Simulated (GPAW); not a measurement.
Runs of GPAW 26.7.0 on KTaO3. Symmetry: Pm-3m, No. 221, cubic system. Conventional cell: a = 3.988 Å, b = 3.988 Å, c = 3.988 Å, α = 90.00°, β = 90.00°, γ = 90.00°. Ta (site symmetry m-3m) has 6 O at 1.99 Å as nearest neighbours. K (site symmetry m-3m) has 12 O at 2.82 Å as nearest neighbours. Around O (site symmetry 4/mmm) lie 2 Ta at 1.99 Å. 

```tsv
task	level	potentials or basis	spin	k mesh	maxiter	older calculator (legacy_gpaw)	band path	band points	spin axis theta (degrees)	other keys	gap on the mesh (eV)	V0 of scaled cells (Å³/atom)	B0 (GPa)
band structure	optB88-vdW	GPAW PAW data sets (gpaw-data 1.2.1), pw	SOC, no magnetisation	6 × 6 × 6	150	yes	GXMGRX,MR	60	90	-	2.04	-	-
equation of state	BLYP+D3(BJ)	PAW data sets generated in the run's folder for this functional, pw	off	6 × 6 × 6	150	-	-	-	-	-	-	12.81	(b)
equation of state	PBEsol+D3	PAW data sets generated in the run's folder for this functional, pw	off	6 × 6 × 6	150	-	-	-	-	-	-	(a)	202
single point	PBE	GPAW PAW data sets (gpaw-data 1.2.1), pw	off	5 × 5 × 5	75	-	-	-	-	several, not listed	2.29	-	-
```

Alike in all rows: cell as given; cutoff (eV) 800; smearing fermi-dirac 0.05 eV.

Problem. Fill in the values left out.

Solution. (a) 12.59; (b) 194.

Caveats: spin-orbit coupling was added after a scalar SCF, so levels and gaps hold it while energy, forces, pressure and moments don't (some runs); this program's spin-orbit splittings come out too wide for heavy elements (some runs); the PAW data sets were made with another functional, which shifts forces and pressure a little (some runs); spin-orbit coupling is left out, which moves the levels of the heavy elements (some runs); an odd mesh through Γ misses points on the zone boundary, where band edges often lie (some runs).

A k mesh can miss the band edges, and rows without SOC leave out spin-orbit coupling on Ta.
